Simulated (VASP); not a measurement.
# ZnH (F-43m) in VASP: a series of runs, part 2 of 3

VASP 6.6.1. The steps go on from the part before.

**3. Relaxation of cell and atoms, LDA, target pressure 20 GPa, at which the enthalpy is minimised**

File INCAR:

```
SYSTEM = ZnH
ALGO     = Fast           ! electronic algorithm
EDIFF    = 1E-7           ! SCF threshold, eV
EDIFFG   = -0.01          ! ionic threshold
ENCUT    = 600            ! plane-wave cutoff, eV
IBRION   = 2              ! ionic algorithm
ISIF     = 3              ! what is computed and relaxed
ISMEAR   = -1             ! smearing method
LASPH    = .True.         ! aspherical terms in the spheres
LCHARG   = .False.        ! write CHGCAR
LREAL    = .False.        ! projectors in reciprocal space
LWAVE    = .False.        ! write WAVECAR
NELM     = 100            ! most SCF steps
NSW      = 40             ! ionic steps
PREC     = Accurate       ! precision mode
PSTRESS  = 200          
SIGMA    = 0.05           ! smearing width, eV
```

File KPOINTS:

```
k-points
0
Gamma
  10 10 10
  0 0 0
```

File POSCAR:

```
ZnH
1.0
    0.0000000000      2.3347076100      2.3347076100
    2.3347076100      0.0000000000      2.3347076100
    2.3347076100      2.3347076100      0.0000000000
Zn H
1 1
Direct
    0.0000000000      0.0000000000      0.0000000000
    0.2500000000      0.2500000000      0.2500000000
```

Potentials or basis: VASP PAW LDA potentials, release 64 (Zn, H).

Launch:

```sh
$ cat potpaw_LDA.64/Zn/POTCAR potpaw_LDA.64/H/POTCAR > POTCAR
$ mpirun -np 1 vasp_std > vasp.out
```

OUTCAR:

```text
SYSTEM = ZnH
   EDIFF = 1E-7
   EDIFFG = -0.01
   ENCUT = 600
   IBRION = 2
   ISIF = 3
   ISMEAR = -1
   LASPH = .True.
   LREAL = .False.
   NELM = 100
   NSW = 40
   PREC = Accurate
   PSTRESS = 200

 ion  position               nearest neighbor table
   1  0.000  0.000  0.000-
   2  0.250  0.250  0.250-

  LATTYP: Found a face centered cubic cell.
 ALAT       =     4.6694152200

  Lattice vectors:

 A1 = (   0.0000000000,   2.3347076100,   2.3347076100)
 A2 = (   2.3347076100,   0.0000000000,   2.3347076100)
 A3 = (   2.3347076100,   2.3347076100,   0.0000000000)

Analysis of symmetry for initial positions (statically):
=====================================================================
 Subroutine PRICEL returns:
 Original cell was already a primitive cell.

 Routine SETGRP: Setting up the symmetry group for a
 face centered cubic supercell.

 Subroutine GETGRP returns: Found 24 space group operations
 (whereof 24 operations were pure point group operations)
 out of a pool of 48 trial point group operations.

The static configuration has the point symmetry T_d .

Analysis of symmetry for dynamics (positions and initial velocities):
=====================================================================
 Subroutine PRICEL returns:
 Original cell was already a primitive cell.
[... 167 lines left out ...]
  Total       -1.5228662     -1.5228662     -1.5228662     -0.0000000      0.0000000      0.0000000
  in kB      -95.8616379    -95.8616379    -95.8616379     -0.0000000      0.0000000      0.0000000
  external PRESSURE =    -295.8616379 kB  Pullay stress =     200.0000000 kB
[... 139 lines left out ...]
--------------------------------------- Ionic step        5  -------------------------------------------

 number of electron      12.9999999 magnetization

 Free energy of the ion-electron system (eV)
  ---------------------------------------------------
  ext. energy  EPLUGINS =         0.00000000
  ---------------------------------------------------
  free energy    TOTEN  =        -4.30520388 eV

  energy without entropy =       -4.29841854  energy(sigma->0) =       -4.30181121

 E-fermi :   4.2717     XC(G=0): -12.2317

 val. band max:        4.2154236839   @ k =  -0.4000   0.4000   0.1000
 cond. band min:       4.2904833581   @ k =   0.5000   0.3000   0.0000
 fundamental gap:      0.0750596742
 Fermi energy:         4.2717439246

 k-point     1 :       0.0000    0.0000    0.0000
  band No.  band energies     occupation
      1      -9.3889      2.00000
      2      -4.4686      2.00000
      3      -4.4686      2.00000
      4      -4.4686      2.00000
      5      -4.0317      2.00000
      6      -4.0317      2.00000
      7      11.8633      0.00000
      8      19.7683      0.00000
      9      19.7688      0.00000
     10      19.7688      0.00000
[... 287 lines left out ...]
 k-point    24 :       0.4000    0.3000    0.0000
  band No.  band energies     occupation
      1      -6.2720      2.00000
      2      -4.8801      2.00000
      3      -4.1492      2.00000
      4      -3.9830      2.00000
      5      -3.7977      2.00000
      6      -3.2757      2.00000
      7       6.5732      0.00000
      8       9.3726      0.00000
      9      11.3232      0.00000
     10      13.0156      0.00000

 [... further k-points ...]
[... 5 lines left out ...]
  --------------------------------------------------------------------------------------
  -------------------------------------------------------------------------------------
  Total        2.0369614      2.0369614      2.0369614      0.0000000      0.0000000     -0.0000000
  in kB      200.6866860    200.6866860    200.6866860      0.0000000      0.0000000     -0.0000000
  external PRESSURE =       0.6866860 kB  Pullay stress =     200.0000000 kB
[... 21 lines left out ...]
  energy  without entropy=       -4.2984185387  energy(sigma->0) =       -4.30181121

  enthalpy is  TOTEN    =        -2.2752123420 eV   P V=        2.0299915371

 reached required accuracy - stopping structural energy minimisation
```

OSZICAR:

```text
N       E                     dE             d eps       ncg     rms          rms(c)
DAV:   1     0.406770705805E+02    0.40677E+02   -0.74547E+03   940   0.179E+03
DAV:   2    -0.331246214191E+01   -0.43990E+02   -0.43171E+02   948   0.227E+02
DAV:   3    -0.449652529756E+01   -0.11841E+01   -0.11774E+01  1068   0.408E+01
DAV:   4    -0.450211339612E+01   -0.55881E-02   -0.55875E-02   974   0.297E+00
[... 70 lines left out ...]
RMM:   6    -0.430520403287E+01   -0.63284E-06   -0.78049E-06   940   0.438E-02    0.334E-03
RMM:   7    -0.430520388622E+01    0.14665E-06   -0.64548E-07   911   0.112E-02    0.107E-03
RMM:   8    -0.430520408392E+01   -0.19770E-06   -0.11696E-06   929   0.183E-02    0.325E-03
RMM:   9    -0.430520387964E+01    0.20428E-06   -0.58122E-07   794   0.133E-02    0.186E-04
RMM:  10    -0.430520387907E+01    0.56116E-09   -0.13870E-08   563   0.152E-03
   5 F= -.22752123E+01 E0= -.22718197E+01  d E =-.117704E+01
```

It took 97 s on 1 thread of Intel Xeon Platinum 8259CL at 2.50GHz (Skylake/Cascade Lake), shared host; peak memory 0.16 GiB.

What came out:

```
Free energy                                            : -4.3052 eV
Relaxed volume                                         : 8.13 Å³/atom
Relaxed cell                                           : a = 2.844 Å, b = 2.844 Å, c = 2.844 Å, α = 60.00°, β = 60.00°, γ = 60.00°
Space group after relaxing (to 0.05 Å)                 : F-43m (No. 216)
Energy change on relaxing (the enthalpy is what falls) : -14.9 meV/atom
Ionic steps                                            : 5
Pressure after relaxing                                : 20.1 GPa
Band gap on the k mesh                                 : none (metal or under the smearing width)
```

The path:
```tsv
step	energy change (eV)	largest force (eV/Å)	pressure (GPa)	volume (Å³)
1	0.0000	0.0000	-9.59	25.45
2	1.6181	0.0000	17.43	17.74
3	-0.1320	0.0000	11.69	17.31
4	-0.0533	0.0000	18.33	16.46
5	-0.0298	0.0000	20.07	16.26
```

Final structure:
```
Zn H
1.0
     0.00000    2.01086    2.01086
     2.01086    0.00000    2.01086
     2.01086    2.01086    0.00000
Zn H
1 1
Direct
  0.00000 0.00000 0.00000
  0.25000 0.25000 0.25000
```

Levels at points of the mesh, in eV from the Fermi level:
| k point | band 3 | band 4 | band 5 | band 6 | band 7 | band 8 | band 9 | band 10 |
| --- | --- | --- | --- | --- | --- | --- | --- | --- |
| (0.00, 0.00, 0.00) | -8.74 | -8.74 | -8.30 | -8.30 | 7.59 | 15.50 | 15.50 | 15.50 |
| (0.50, 0.00, 0.00) | -8.70 | -8.06 | -8.06 | -6.61 | -3.61 | 9.98 | 11.97 | 11.97 |
| (0.50, 0.50, 0.00) | -8.05 | -8.01 | -8.01 | -5.97 | -0.45 | 5.74 | 5.74 | 6.22 |

Caveat: the cell is relaxed towards a set pressure, so the enthalpy falls and the energy may rise; the volume moved by over 15 % at a fixed basis, so the end points are rough.

**4. Relaxation of cell and atoms, LDA, target pressure 30 GPa, at which the enthalpy is minimised**

Changes to INCAR since step 3:

```diff
@@ -15,3 +15,3 @@
 PREC     = Accurate       ! precision mode
-PSTRESS  = 200          
+PSTRESS  = 300          
 SIGMA    = 0.05           ! smearing width, eV
```

KPOINTS is that of step 3.

POSCAR is that of step 3.

Potentials or basis: VASP PAW LDA potentials, release 64 (Zn, H).

Launch:

```sh
$ cat potpaw_LDA.64/Zn/POTCAR potpaw_LDA.64/H/POTCAR > POTCAR
$ mpirun -np 1 vasp_std > vasp.out
```

OUTCAR:

```text
SYSTEM = ZnH
   EDIFF = 1E-7
   EDIFFG = -0.01
   ENCUT = 600
   IBRION = 2
   ISIF = 3
   ISMEAR = -1
   LASPH = .True.
   LREAL = .False.
   NELM = 100
   NSW = 40
   PREC = Accurate
   PSTRESS = 300

 ion  position               nearest neighbor table
   1  0.000  0.000  0.000-
   2  0.250  0.250  0.250-

  LATTYP: Found a face centered cubic cell.
 ALAT       =     4.6694152200

  Lattice vectors:

 A1 = (   0.0000000000,   2.3347076100,   2.3347076100)
 A2 = (   2.3347076100,   0.0000000000,   2.3347076100)
 A3 = (   2.3347076100,   2.3347076100,   0.0000000000)

Analysis of symmetry for initial positions (statically):
=====================================================================
 Subroutine PRICEL returns:
 Original cell was already a primitive cell.

 Routine SETGRP: Setting up the symmetry group for a
 face centered cubic supercell.

 Subroutine GETGRP returns: Found 24 space group operations
 (whereof 24 operations were pure point group operations)
 out of a pool of 48 trial point group operations.

The static configuration has the point symmetry T_d .

Analysis of symmetry for dynamics (positions and initial velocities):
=====================================================================
 Subroutine PRICEL returns:
 Original cell was already a primitive cell.

 Routine SETGRP: Setting up the symmetry group for a
 face centered cubic supercell.

 Subroutine GETGRP returns: Found 24 space group operations
 (whereof 24 operations were pure point group operations)
 out of a pool of 48 trial point group operations.

The dynamic configuration has the point symmetry T_d .

 Subroutine INISYM returns: Found 24 space group operations
 (whereof 24 operations are pure point group operations),
 and found     1 'primitive' translations

----------------------------------------------------------------------------------------

[... 190 lines left out ...]
  in kB     1016.0664608   1016.0664608   1016.0664608      0.0000000     -0.0000000      0.0000000
  external PRESSURE =     716.0664608 kB  Pullay stress =     300.0000000 kB
[... 25 lines left out ...]
--------------------------------------- Ionic step        3  -------------------------------------------

 number of electron      13.0000002 magnetization

------------------------ aborting loop EDIFF was not reached (unconverged)  ----------------------------

  FORCE on cell =-STRESS in cart. coord.  units (eV):
  Direction    XX          YY          ZZ          XY          YZ          ZX
  --------------------------------------------------------------------------------------
  -------------------------------------------------------------------------------------
  Total        2.0455829      2.0455829      2.0455829      0.0000000      0.0000000     -0.0000000
  in kB      161.1682997    161.1682997    161.1682997      0.0000000      0.0000000     -0.0000000
  external PRESSURE =    -138.8317003 kB  Pullay stress =     300.0000000 kB
[... 21 lines left out ...]
  energy  without entropy=        3.3166008092  energy(sigma->0) =        3.31204737

  enthalpy is  TOTEN    =         7.1151588447 eV   P V=        3.8076649146

[... ionic steps 4 to 13 ...]

--------------------------------------- Ionic step       14  -------------------------------------------

 number of electron      13.0000003 magnetization

------------------------ aborting loop because EDIFF is reached ----------------------------------------
[... 71 lines left out ...]
--------------------------------------- Ionic step       16  -------------------------------------------

 number of electron      13.0000002 magnetization

 Free energy of the ion-electron system (eV)
  ---------------------------------------------------
  ext. energy  EPLUGINS =         0.00000000
  ---------------------------------------------------
  free energy    TOTEN  =        -4.16313447 eV

  energy without entropy =       -4.15676029  energy(sigma->0) =       -4.15994738

 E-fermi :   4.8488     XC(G=0): -12.5414

 val. band max:        4.8067891287   @ k =  -0.4000   0.4000   0.0000
 cond. band min:       4.8519800737   @ k =   0.5000   0.3000   0.0000
 fundamental gap:      0.0451909450
 Fermi energy:         4.8487622373

 k-point     1 :       0.0000    0.0000    0.0000
  band No.  band energies     occupation
      1      -9.4802      2.00000
      2      -4.1744      2.00000
      3      -4.1744      2.00000
      4      -4.1744      2.00000
      5      -3.6881      2.00000
      6      -3.6881      2.00000
      7      12.6283      0.00000
      8      20.9768      0.00000
      9      20.9768      0.00000
     10      20.9768      0.00000
[... 287 lines left out ...]
 k-point    24 :       0.4000    0.3000    0.0000
  band No.  band energies     occupation
      1      -6.1909      2.00000
      2      -4.6583      2.00000
      3      -3.8395      2.00000
      4      -3.6346      2.00000
      5      -3.4271      2.00000
      6      -2.9481      2.00000
      7       7.2616      0.00000
      8      10.0778      0.00000
      9      12.0682      0.00000
     10      13.8360      0.00000

 [... further k-points ...]
[... 5 lines left out ...]
  --------------------------------------------------------------------------------------
  -------------------------------------------------------------------------------------
  Total        2.8765452      2.8765452      2.8765452      0.0000000      0.0000000     -0.0000000
  in kB      300.3616379    300.3616379    300.3616379      0.0000000      0.0000000     -0.0000000
  external PRESSURE =       0.3616379 kB  Pullay stress =     300.0000000 kB
[... 21 lines left out ...]
  energy  without entropy=       -4.1567602863  energy(sigma->0) =       -4.15994738

  enthalpy is  TOTEN    =        -1.2900526897 eV   P V=        2.8730817850

 reached required accuracy - stopping structural energy minimisation
```

CONTCAR:

```text
ZnH
   1.00000000000000
    -0.0000000000000000    1.9722824349344303    1.9722824349344303
     1.9722824349344303    0.0000000000000000    1.9722824349344303
     1.9722824349344303    1.9722824349344303    0.0000000000000000
  Zn              H
     1     1
Direct
     0.0000000000000000    0.0000000000000000    0.0000000000000000
     0.2500000000000000    0.2500000000000000    0.2500000000000000

  0.00000000E+00  0.00000000E+00  0.00000000E+00
  0.00000000E+00  0.00000000E+00  0.00000000E+00
```

Run time: 6 min. Hardware: 1 thread of Intel Xeon Platinum 8259CL at 2.50GHz (Skylake/Cascade Lake), shared host; peak memory 0.18 GiB.

Results:

| Quantity | Value |
| --- | --- |
| Free energy | -4.1631 eV |
| Relaxed volume | 7.67 Å³/atom |
| Relaxed cell | a = 2.789 Å, b = 2.789 Å, c = 2.789 Å, α = 60.00°, β = 60.00°, γ = 60.00° |
| Space group after relaxing (to 0.05 Å) | F-43m (No. 216) |
| Energy change on relaxing (the enthalpy is what falls) | +56.1 meV/atom |
| Ionic steps | 16 |
| Pressure after relaxing | 30.0 GPa |
| Band gap on the k mesh | none (metal or under the smearing width) |

The path:
| step | energy change (eV) | largest force (eV/Å) | pressure (GPa) | volume (Å³) |
| --- | --- | --- | --- | --- |
| 1 | 0.0000 | 0.0000 | -9.59 | 25.45 |
| 2 | 44.3280 | 0.0000 | 101.61 | 15.54 |
| 3 | 7.5829 | 0.0000 | 16.12 | 20.34 |
| 4 | -0.2092 | 0.0000 | 1.71 | 19.29 |
| 5 | -0.1351 | 0.0000 | 11.43 | 17.35 |
| 6 | -0.0496 | 0.0000 | 18.73 | 16.43 |
| 7 | 0.0082 | 0.0000 | 22.88 | 15.98 |
| 8 | 0.0413 | 0.0000 | 25.17 | 15.76 |
| 9 | 0.0478 | 0.0000 | 25.62 | 15.72 |
| 10 | 0.0677 | 0.0000 | 27.04 | 15.59 |
| 11 | 0.0691 | 0.0000 | 27.08 | 15.59 |
| 12 | 0.0733 | 0.0000 | 27.36 | 15.56 |
| 13 | 0.0818 | 0.0000 | 27.93 | 15.51 |
| 14 | 0.0993 | 0.0000 | 29.15 | 15.41 |
| 15 | 0.1363 | 0.0000 | 31.54 | 15.22 |
| 16 | 0.1123 | 0.0000 | 30.04 | 15.34 |

Final structure:
```xyz
2
Lattice="0.0000 1.9723 1.9723 1.9723 0.0000 1.9723 1.9723 1.9723 0.0000" Properties=species:S:1:pos:R:3 pbc="T T T"
Zn    0.0000    0.0000    0.0000
H     0.9861    0.9861    0.9861
```

Caveat: the cell is relaxed towards a set pressure, so the enthalpy falls and the energy may rise; the volume moved by over 15 % at a fixed basis, so the end points are rough.

(Part 2 of 3 ends here.)
